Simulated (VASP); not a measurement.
# Cu (Fm-3m) in VASP: a series of runs

The runs below take Cu through single point, with PBE.

Program: VASP 6.6.1. These are calculated values, not measurements. Logs are shortened: lines on timing, memory, paths and dates and some standing lists are left out, and cuts for length are marked.

### 1 Starting point

Symmetry: Fm-3m, No. 225, cubic system. Conventional cell: a = 3.615 Å, b = 3.615 Å, c = 3.615 Å, α = 90.00°, β = 90.00°, γ = 90.00°. Around Cu (site symmetry m-3m) lie 12 Cu at 2.56 Å.

### 2 Single point, PBE

File INCAR:

```
SYSTEM = Cu
  PREC = Accurate
  ENCUT = 400
  EDIFF = 1E-7
  ISMEAR = 1
  SIGMA = 0.1
  LREAL = .False.
  LASPH = .True.
  NELM = 100
  ALGO = Normal
  ISIF = 2
  LWAVE = .False.
  LCHARG = .False.
  GGA = PE
  NBANDS = 12
  ADDGRID = .False.
```

File KPOINTS:

```
regular mesh
0
Gamma
  16 16 16
  0 0 0
```

File POSCAR:

```
Cu
1.0
    0.0000000000      1.8075000000      1.8075000000
    1.8075000000      0.0000000000      1.8075000000
    1.8075000000      1.8075000000      0.0000000000
Cu
1
Direct
    0.0000000000      0.0000000000      0.0000000000
```

Potentials or basis: VASP PAW PBE potentials, release 64 (Cu).

Command:

```sh
> cat potpaw_PBE.64/Cu/POTCAR > POTCAR
> mpirun -np 1 vasp_std > vasp.out
```

OUTCAR:

```text
SYSTEM = Cu
   PREC = Accurate
   ENCUT = 400
   EDIFF = 1E-7
   ISMEAR = 1
   LREAL = .False.
   LASPH = .True.
   NELM = 100
   ISIF = 2
   GGA = PE

 Found    145 irreducible k-points:

 Following reciprocal coordinates:
            Coordinates               Weight
  0.000000  0.000000  0.000000      1.000000
  0.062500  0.000000  0.000000      8.000000
  0.125000  0.000000  0.000000      8.000000
  0.187500  0.000000  0.000000      8.000000
  0.250000  0.000000  0.000000      8.000000
  0.312500  0.000000  0.000000      8.000000
   k-points           NKPTS =    145   k-points in BZ     NKDIM =    145   number of bands    NBANDS=     12
   number of dos      NEDOS =    301   number of ions     NIONS =      1
   total plane-waves  NPLWV =   5832
   dimension x,y,z NGX =    18 NGY =   18 NGZ =   18
   dimension x,y,z NGXF=    36 NGYF=   36 NGZF=   36
   ions per type =               1
   NGX,Y,Z   is equivalent  to a cutoff of  11.71, 11.71, 11.71 a.u.
   NGXF,Y,Z  is equivalent  to a cutoff of  23.41, 23.41, 23.41 a.u.
 SYSTEM =  Cu
   PREC   = accura    normal or accurate (medium, high low for compatibility)
   ISTART =      0    job   : 0-new  1-cont  2-samecut
   ICHARG =      2    charge: 1-file 2-atom 10-const
   ISPIN  =      1    spin polarized calculation?
   LNONCOLLINEAR =      F non collinear calculations
   LSORBIT =      F    spin-orbit coupling
   LASPH  =      T    aspherical Exc in radial PAW
   ENCUT  =  400.0 eV  29.40 Ry    5.42 a.u.   4.17  4.17  4.17*2*pi/ulx,y,z
   NELM   =    100;   NELMIN=  2; NELMDL= -5     # of ELM steps
   EDIFF  = 0.1E-06   stopping-criterion for ELM
   LREAL  =      F    real-space projection
   EDIFFG = 0.1E-05   stopping-criterion for IOM
   NSW    =      0    number of steps for IOM
   IBRION =     -1    ionic relax: 0-MD 1-quasi-New 2-CG
   NFREE  =      0    steps in history (QN), initial steepest desc. (CG)
   ISIF   =      2    stress and relaxation
   ISYM   =      2    0-nonsym 1-usesym 2-fastsym
   POTIM  = 0.5000    time-step for ionic-motion
   TEBEG  =    0.0;   TEEND  =   0.0 temperature during run
   PSTRESS=    0.0 pullay stress
   NELECT =      11.0000    total number of electrons
   NUPDOWN=      -1.0000    fix difference up-down
   EMIN   =  10.00;   EMAX   =-10.00  energy-range for DOS
   EFERMI =   0.00;   METHOD = LEGACY
   ISMEAR =     1;   SIGMA  =   0.10  broadening in eV -4-tet -1-fermi 0-gaus
   EFERMI_NEDOS =   21; number of points for ismear=-14 and -15
   IALGO  =     38    algorithm
   IMIX   =      4    mixing-type and parameters
     AMIX     =   0.40;   BMIX     =  1.00
     AMIX_MAG =   1.60;   BMIX_MAG =  1.00
  volume/ion in A,a.u.               =      11.81        79.70
  Fermi-wavevector in a.u.,A,eV,Ry     =   1.598763  3.021224 34.777078  2.556043
  Thomas-Fermi vector in A             =   2.696162
   LORBIT       =      0    0 simple, 1 ext, 2 COOP (PROOUT), +10 PAW based schemes
   GGA     = PE    functional components
   LHFCALC =     F    Hartree Fock is set to
   AEXX    =    0.0000 exact exchange contribution
   IVDW    =     0    specifies the selected vdW correction
   LEPSILON=     F    determine dielectric tensor
   LRPA    =     F    only Hartree local field effects (RPA)
 non-spin polarized calculation
 Methfessel and Paxton  Order N= 1 SIGMA  =   0.10
  energy-cutoff  :      400.00
  volume of cell :       11.81
 maximum number of plane-waves:       228
 NGX is ok and might be reduce to    18
   NGX =  9   NGY =  9   NGZ =  9

 number of electron      11.0000013 magnetization

 Free energy of the ion-electron system (eV)
  ---------------------------------------------------
  ext. energy  EPLUGINS =         0.00000000
  ---------------------------------------------------
  free energy    TOTEN  =        -3.72778845 eV

  energy without entropy =       -3.72764733  energy(sigma->0) =       -3.72774141

 E-fermi :   7.5418     XC(G=0): -12.7259

 val. band max:        7.5406684209   @ k =   0.5000   0.1875   0.0625
 cond. band min:       7.5962527143   @ k =   0.5000   0.3125   0.1250
 fundamental gap:      0.0555842933
 Fermi energy:         7.5418164451

 k-point     1 :       0.0000    0.0000    0.0000
  band No.  band energies     occupation
      1      -1.7673      2.00000
      2       4.5641      2.00000
      3       4.5641      2.00000
      4       4.5641      2.00000
      5       5.3860      2.00000
      6       5.3860      2.00000
      7      30.1812      0.00000
      8      32.8216      0.00000
      9      32.8216      0.00000
     10      32.8216      0.00000
     11      35.3150      0.00000
     12      35.3150      0.00000

 k-point     2 :       0.0625    0.0000    0.0000
  band No.  band energies     occupation
      1      -1.6250      2.00000
      2       4.5333      2.00000
      3       4.5903      2.00000
      4       4.5903      2.00000
      5       5.3749      2.00000
      6       5.3749      2.00000
      7      29.3119      0.00000
      8      31.3180      0.00000
      9      32.3772      0.00000
     10      32.3772      0.00000
     11      35.9603      0.00000
     12      35.9603      0.00000

 k-point     3 :       0.1250    0.0000    0.0000
  band No.  band energies     occupation
      1      -1.2041      2.00000
      2       4.4534      2.00000
      3       4.6566      2.00000
      4       4.6566      2.00000
      5       5.3560      2.00000
      6       5.3560      2.00000
      7      26.3932      0.00000
      8      30.8065      0.00000
      9      31.6190      0.00000
     10      31.6190      0.00000
     11      37.2130      0.00000
     12      37.2179      0.00000

 k-point     4 :       0.1875    0.0000    0.0000
  band No.  band energies     occupation
      1      -0.5265      2.00000
      2       4.3577      2.00000
      3       4.7170      2.00000
      4       4.7170      2.00000
      5       5.3718      2.00000
      6       5.3718      2.00000
      7      23.1558      0.00000
      8      30.4975      0.00000
      9      30.9364      0.00000
     10      30.9364      0.00000
     11      37.1425      0.00000
     12      37.4840      0.00000

 k-point     5 :       0.2500    0.0000    0.0000
  band No.  band energies     occupation
      1       0.3550      2.00000
      2       4.3100      2.00000
      3       4.7187      2.00000
      4       4.7187      2.00000
      5       5.4677      2.00000
      6       5.4677      2.00000
      7      20.0306      0.00000
      8      30.0598      0.00000
      9      30.4031      0.00000
     10      30.4031      0.00000
     11      36.0773      0.00000
     12      36.0773      0.00000

 k-point     6 :       0.3125    0.0000    0.0000
  band No.  band energies     occupation
      1       1.3100      2.00000
      2       4.4393      2.00000
      3       4.6657      2.00000
      4       4.6657      2.00000
      5       5.6267      2.00000
      6       5.6267      2.00000
      7      17.1098      0.00000
      8      29.5511      0.00000
      9      30.0266      0.00000
     10      30.0266      0.00000
     11      34.6898      0.00000
     12      34.6898      0.00000

 [... further k-points ...]

------------------------ aborting loop because EDIFF is reached ----------------------------------------

  FORCE on cell =-STRESS in cart. coord.  units (eV):
  Direction    XX          YY          ZZ          XY          YZ          ZX
  --------------------------------------------------------------------------------------
  -------------------------------------------------------------------------------------
  Total        0.1207495      0.1207495      0.1207495      0.0000000      0.0000000     -0.0000000
  in kB       16.3806505     16.3806505     16.3806505      0.0000000      0.0000000     -0.0000000
  external PRESSURE =      16.3806505 kB  Pullay stress =       0.0000000 kB

 VOLUME and BASIS-vectors are now :
 -----------------------------------------------------------------------------
  energy-cutoff  :      400.00
  volume of cell :       11.81
      direct lattice vectors                 reciprocal lattice vectors
     0.000000000  1.807500000  1.807500000    -0.276625173  0.276625173  0.276625173
     1.807500000  0.000000000  1.807500000     0.276625173 -0.276625173  0.276625173
     1.807500000  1.807500000  0.000000000     0.276625173  0.276625173 -0.276625173

 POSITION                                       TOTAL-FORCE (eV/Angst)
 -----------------------------------------------------------------------------------
      0.00000      0.00000      0.00000         0.000000      0.000000      0.000000
 -----------------------------------------------------------------------------------
    total drift:                                0.000000     -0.000000      0.000000

  FREE ENERGIE OF THE ION-ELECTRON SYSTEM (eV)
  ---------------------------------------------------
  free  energy   TOTEN  =        -3.7277884537 eV

  energy  without entropy=       -3.7276473340  energy(sigma->0) =       -3.72774141
```

OSZICAR:

```text
N       E                     dE             d eps       ncg     rms          rms(c)
DAV:   1     0.368155679069E+02    0.36816E+02   -0.45960E+03  3920   0.127E+03
DAV:   2    -0.359557364237E+01   -0.40411E+02   -0.37299E+02  3552   0.183E+02
DAV:   3    -0.462115147743E+01   -0.10256E+01   -0.10203E+01  4068   0.337E+01
DAV:   4    -0.462736729956E+01   -0.62158E-02   -0.62151E-02  3980   0.230E+00
DAV:   5    -0.462742662784E+01   -0.59328E-04   -0.59328E-04  4156   0.231E-01    0.766E+00
DAV:   6    -0.410778707389E+01    0.51964E+00   -0.14457E+01  4152   0.711E+01    0.392E+00
DAV:   7    -0.374016347707E+01    0.36762E+00   -0.22801E+00  4152   0.281E+01    0.578E-01
DAV:   8    -0.372942180948E+01    0.10742E-01   -0.43049E-03  4020   0.926E-01    0.305E-01
DAV:   9    -0.372778939698E+01    0.16324E-02   -0.10115E-02  4332   0.172E+00    0.319E-02
DAV:  10    -0.372778950797E+01   -0.11100E-06   -0.46462E-05  5160   0.114E-01    0.849E-03
DAV:  11    -0.372778837175E+01    0.11362E-05   -0.13318E-06  4344   0.211E-02    0.215E-04
DAV:  12    -0.372778845373E+01   -0.81978E-07   -0.11081E-08  2400   0.108E-03
   1 F= -.37277885E+01 E0= -.37277414E+01  d E =-.141120E-03
```

Run time: 8.3 s. Hardware: 1 thread of AMD EPYC 9R45 (Zen 5), shared host; peak memory 0.09 GiB.

These settings aren't checked as converged: the numbers below hold their error.

Results:

| Property | Result |
| --- | --- |
| Free energy | -3.7278 eV |
| Pressure | 1.6 GPa |
| Band gap on the k mesh | none (metal or under the smearing width) |

[end of part 1 of 2]
